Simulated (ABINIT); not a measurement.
Crystal: TiB2.

```
CELL_PARAMETERS angstrom
3.02920 0.00000 0.00000
-1.51460 2.62336 0.00000
0.00000 0.00000 3.22840
ATOMIC_POSITIONS crystal
Ti 0.00000 0.00000 0.00000
B 0.66667 0.33333 0.50000
B 0.33333 0.66667 0.50000
```

Base run:

| Property | Result |
| --- | --- |
| Program | ABINIT 10.8.3 (patched build) |
| Functional | PBE |
| Potentials or basis | JTH PAW PBE v2.0 |
| Cutoff | 408 eV |
| k mesh | 10 × 10 × 8 |
| Occupations | fermi-dirac, width 0.05 eV |
| Spin | no spin polarisation |

Its results: band gap on the k mesh none (metal or under the smearing width); pressure 0.8 GPa.

Question: After a change of settings the same cell gave: band gap on the k mesh none (metal or under the smearing width); pressure 4.1 GPa. Which change was it?
A. functional from PBE to revPBE
B. k mesh from 10 × 10 × 8 to 4 × 4 × 3
C. k mesh from 10 × 10 × 8 to 13 × 13 × 10
D. functional from PBE to LDA; potentials or basis from JTH PAW PBE v2.0 to JTH PAW LDA v2.0

Answer: A.

revPBE binds less tightly than PBE, so the same cell stands under more pressure.

Caveats: the atomic spheres overlap; the PAW data sets were made with another functional, which shifts forces and pressure a little (some runs).
